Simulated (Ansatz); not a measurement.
**Point defect: H interstitial in WSe2**

The calculation used Ansatz, DFT PBE+D3(BJ), scalar-relativistic, plane waves, PAW. Settings: 420 eV cutoff, 2×2×2 k-mesh, Gaussian smearing of 0.01 eV, collinear spin in charge 0 alone.

Host crystal, relaxed:

```
W Se
1.0
     3.27904    0.00000    0.00000
    -1.63952    2.83973    0.00000
     0.00000    0.00000   12.79282
W Se
2 4
Cartesian
  1.6395 0.9466 3.1984
  0.0000 1.8932 9.5944
  0.0000 1.8932 4.8827
  1.6395 0.9466 11.2787
  0.0000 1.8932 1.5141
  1.6395 0.9466 7.9101
```

Supercell of 42 atoms, rows in host cell vectors: -1 -3 0; 3 2 0; 0 0 1. Atoms relax at the host's cell, keeping the symmetry that the supercell leaves at the site. The cell is small, so energies carry finite-size errors of tenths of an eV. The host's Kohn–Sham gap is 0.87 eV.

Spin-orbit coupling is left out, which matters for the bands and energies of heavy elements. Starting moments were lost in some runs.

Defect: H interstitial at (0.000, 0.000, 0.192) of the host cell, charge 0.

(1) Give the relaxed supercell.

Answers

(1)
```xyz
43
Lattice="1.6395 -8.5192 0.0000 6.5581 5.6795 0.0000 0.0000 0.0000 12.7928" Properties=species:S:1:pos:R:3 pbc="T T T"
W     4.8923   -4.7516    3.1804
W     3.3083   -1.9065    3.1804
W     1.6849    0.9659    3.1804
W     6.5187   -1.8635    3.1804
W     4.9186    0.9466    3.1805
W     1.6365   -4.7008    3.1804
W     6.5521    3.7374    3.1804
W     3.2790   -3.7863    9.5781
W     1.6432   -0.9499    9.5781
W     1.6405   -6.6213    9.5781
W     4.9175   -0.9503    9.5781
W     3.2763    1.8960    9.5781
W     6.5619    1.8941    9.5781
W     6.5534   -3.7878    9.5781
Se    3.2790   -3.7863    4.8837
Se    1.6612   -0.9639    4.8763
Se    1.6437   -6.5986    4.8763
Se    4.9139   -0.9386    4.8917
Se    3.2883    1.8932    4.8917
Se    6.5536    1.8851    4.8917
Se    6.5322   -3.7964    4.8763
Se    4.9160   -4.7339   11.2666
Se    3.2812   -1.8949   11.2666
Se    1.6390    0.9458   11.2620
Se    6.5590   -1.8932   11.2620
Se    4.9186    0.9466   11.2612
Se    1.6400   -4.7301   11.2666
Se    6.5577    3.7872   11.2620
Se    3.2790   -3.7863    1.4771
Se    1.6610   -0.9639    1.4845
Se    1.6438   -6.5988    1.4845
Se    4.9139   -0.9386    1.4691
Se    3.2883    1.8932    1.4691
Se    6.5535    1.8851    1.4691
Se    6.5323   -3.7962    1.4845
Se    4.9160   -4.7339    7.8895
Se    3.2812   -1.8949    7.8895
Se    1.6390    0.9458    7.8940
Se    6.5590   -1.8932    7.8940
Se    4.9186    0.9466    7.8948
Se    1.6399   -4.7302    7.8895
Se    6.5577    3.7871    7.8940
H     0.0000    0.0000    3.1820
```
Around the defect: 3 W at 1.94 Å. The run ended with a moment of 0.49 μB, which may not be the ground spin state.